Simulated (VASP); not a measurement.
Write the native input for VASP 6.6.1 that does the following.

| Property | Result |
| --- | --- |
| Task | band structure |
| Functional | PBE |
| Dispersion | D3(BJ) |
| Potentials or basis | VASP PAW PBE potentials, release 64 (Se, Bi_d) |
| Cutoff | 520 eV |
| k mesh | 9 × 9 × 1 |
| Occupations | gaussian, width 0.03 eV |
| Spin | spin-orbit coupling, no magnetisation |
| Dipole correction | yes |
| Further INCAR settings | ALGO = Normal; EDIFF = 1e-06; NBANDS = 171 |

The structure of Bi2Se3 lies in POSCAR:

```
Bi2Se3                                  
1.0
    4.1351263859     -0.0000000000      0.0000000000
   -2.0675631929      3.5811245002      0.0000000000
    0.0000000000      0.0000000000     44.0568509300
  Se              Bi            
     9     6
Direct
     0.0000000000000000    0.0000000000000000    0.2038145038683142
     0.6666666699999979    0.3333333300000021    0.2834620546157445
     0.3333333300000021    0.6666666699999979    0.3630933359958013
     0.6666666699999979    0.3333333300000021    0.4203476954699624
     0.3333333300000021    0.6666666699999979    0.5000000000000000
     1.0000000000000000    0.0000000000000000    0.5796523045300376
     0.3333333300000021    0.6666666699999979    0.6369066640041986
     0.0000000000000000    0.0000000000000000    0.7165379453842554
     0.6666666699999979    0.3333333300000021    0.7961854961316860
     0.3333333300000021    0.6666666699999979    0.2395537886986429
     0.0000000000000000    0.0000000000000000    0.3272042335806688
     1.0000000000000000    0.0000000000000000    0.4562062367700890
     0.6666666699999979    0.3333333300000021    0.5437937632299112
     0.6666666699999979    0.3333333300000021    0.6727957664193313
     0.3333333300000021    0.6666666699999979    0.7604462113013571
```

These files were run (other wordings do the same):

INCAR

```
PREC     = Accurate       # precision mode
ENCUT    = 520            # plane-wave cutoff, eV
EDIFF    = 1E-6           # SCF threshold, eV
ISMEAR   = 0              # smearing method
SIGMA    = 0.03           # smearing width, eV
LREAL    = False          # projectors in reciprocal space
LASPH    = True           # aspherical terms in the spheres
NELM     = 80             # most SCF steps
ALGO     = Normal         # electronic algorithm
ISIF     = 2              # what is computed and relaxed
LWAVE    = False          # write WAVECAR
LCHARG   = False          # write CHGCAR
MAGMOM   = 0 0 0 0 0 0 0 0 0 0 0 0 0 0 0 0 0 0 0 0 0 0 0 0 0 0 0 0 0 0 0 0 0 0 0 0 0 0 0 0 0 0 0 0 0 # initial moments
LORBIT   = 11             # projections on sites
LSORBIT  = True           # spin-orbit coupling
GGA_COMPAT= False        
LDIPOL   = True         
IDIPOL   = 3            
DIPOL    = 0.5 0.5 0.500
GGA      = PE             # functional
IVDW     = 12             # dispersion correction
NBANDS   = 171            # bands
LVHAR    = True         
LVACPOTAV= True         
KPAR     = 4
```

KPOINTS

```
Automatic mesh
0
Gamma
  9 9 1
```

KPOINTS_OPT

```
explicit points
67
Reciprocal
 0.0000000000  0.0000000000  0.0000000000 1
 0.0357142900  0.0000000000  0.0000000000 1
 0.0714285700  0.0000000000  0.0000000000 1
 0.1071428600  0.0000000000  0.0000000000 1
 0.1428571400  0.0000000000  0.0000000000 1
 0.1785714300  0.0000000000  0.0000000000 1
 0.2142857100  0.0000000000  0.0000000000 1
 0.2500000000  0.0000000000  0.0000000000 1
 0.2857142900  0.0000000000  0.0000000000 1
 0.3214285700  0.0000000000  0.0000000000 1
 0.3571428600  0.0000000000  0.0000000000 1
 0.3928571400  0.0000000000  0.0000000000 1
 0.4285714300  0.0000000000  0.0000000000 1
 0.4642857100  0.0000000000  0.0000000000 1
 0.5000000000  0.0000000000  0.0000000000 1
 0.4791666700  0.0416666700  0.0000000000 1
 0.4583333300  0.0833333300  0.0000000000 1
 0.4375000000  0.1250000000  0.0000000000 1
 0.4166666700  0.1666666700  0.0000000000 1
 0.3958333300  0.2083333300  0.0000000000 1
 0.3750000000  0.2500000000  0.0000000000 1
 0.3541666700  0.2916666700  0.0000000000 1
 0.3333333300  0.3333333300  0.0000000000 1
 0.3137254900  0.3137254900  0.0000000000 1
 0.2941176500  0.2941176500  0.0000000000 1
 0.2745098000  0.2745098000  0.0000000000 1
 0.2549019600  0.2549019600  0.0000000000 1
 0.2352941200  0.2352941200  0.0000000000 1
 0.2156862700  0.2156862700  0.0000000000 1
 0.1960784300  0.1960784300  0.0000000000 1
 0.1764705900  0.1764705900  0.0000000000 1
 0.1568627500  0.1568627500  0.0000000000 1
 0.1372549000  0.1372549000  0.0000000000 1
 0.1176470600  0.1176470600  0.0000000000 1
 0.0980392200  0.0980392200  0.0000000000 1
 0.0784313700  0.0784313700  0.0000000000 1
 0.0588235300  0.0588235300  0.0000000000 1
 0.0392156900  0.0392156900  0.0000000000 1
 0.0196078400  0.0196078400  0.0000000000 1
 0.0000000000  0.0000000000  0.0000000000 1
 0.0000000000  0.0000000000  0.0000000000 1
 0.0079125500 -0.0039562700  0.0000000000 1
-0.0079125500  0.0039562700  0.0000000000 1
 0.0230782600 -0.0115391300  0.0000000000 1
-0.0230782600  0.0115391300  0.0000000000 1
-0.0000000000  0.0068524700  0.0000000000 1
 0.0000000000 -0.0068524700  0.0000000000 1
-0.0000000000  0.0199863600  0.0000000000 1
 0.0000000000 -0.0199863600  0.0000000000 1
 0.5000000000  0.0000000000  0.0000000000 1
 0.5079125500 -0.0039562700  0.0000000000 1
 0.4920874500  0.0039562700  0.0000000000 1
 0.5230782600 -0.0115391300  0.0000000000 1
 0.4769217400  0.0115391300  0.0000000000 1
 0.5000000000  0.0068524700  0.0000000000 1
 0.5000000000 -0.0068524700  0.0000000000 1
 0.5000000000  0.0199863600  0.0000000000 1
 0.5000000000 -0.0199863600  0.0000000000 1
 0.3333333300  0.3333333300  0.0000000000 1
 0.3412458800  0.3293770600  0.0000000000 1
 0.3254207800  0.3372896000  0.0000000000 1
 0.3564115900  0.3217942000  0.0000000000 1
 0.3102550700  0.3448724600  0.0000000000 1
 0.3333333300  0.3401858000  0.0000000000 1
 0.3333333300  0.3264808600  0.0000000000 1
 0.3333333300  0.3533196900  0.0000000000 1
 0.3333333300  0.3133469700  0.0000000000 1
```

Potentials or basis: VASP PAW PBE potentials, release 64 (Se, Bi_d).

Launch:

```console
$ cat potpaw_PBE.64/Se/POTCAR potpaw_PBE.64/Bi_d/POTCAR > POTCAR
$ mpirun -np 4 vasp_ncl > vasp.out
```

Results of the run:

```yaml
Largest_force: 0.135 eV/Å
Valence_electrons_inside_the_program's_atomic_spheres: Se 3.77, 3.82, 3.81; Bi 12.65, 12.66
Dispersion_energy_per_atom: -0.374 eV
Work_function_of_the_upper_face: 5.55 eV
Work_function_of_the_lower_face: 5.55 eV
```

It took 2.6 h on 4 MPI ranks on Intel(R) Xeon(R) Platinum 8488C (Sapphire Rapids), on a shared host, peak memory 4 GiB a rank.
